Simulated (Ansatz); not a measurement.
**CdO (Monteponite) under changes of volume**

One of the cells (12.970 Å³/atom); the others are scaled copies at fixed shape and fractional positions:

```
Cd O
1.0
     0.00000    2.34950    2.34950
     2.34950    0.00000    2.34950
     2.34950    2.34950    0.00000
Cd O
1 1
Direct
  0.00000 0.00000 0.00000
  0.50000 0.50000 0.50000
```

- Program: Ansatz 0.2.0
- Functional: PBE
- Potentials or basis: all-electron LAPW, scalar-relativistic
- Cutoff: 330 eV (chosen from the basis error)
- Basis error allowed: 0.0005 eV/atom
- k mesh: 10 × 10 × 10
- Occupations: fermi-dirac, width 0.05 eV
- Spin: no spin polarisation

```tsv
volume (Å³/atom)	energy over the lowest point (meV/atom)	pressure (GPa)
12.191	?	?
12.451	40.85	13.0
12.710	22.82	9.3
12.970	10.38	6.1
13.229	2.95	3.2
13.488	0.00	0.5
13.748	1.06	-1.8
```

What does the run at 12.191 Å³/atom give?

Energy over the lowest point 65.13 meV/atom; pressure 17.1 GPa.

Worked out: A Birch-Murnaghan fit of order 3 (a polynomial in V^(-2/3)) to the other rows has its minimum at 13.55 Å³/atom with B0 = V·E''(V) = 126 GPa and B' = 4.8. It gives 65.23 meV/atom at 12.191 Å³/atom, against the run's 65.13, and -dE/dV = 17.1 GPa, against 17.1.

Energies are extrapolated to zero smearing.
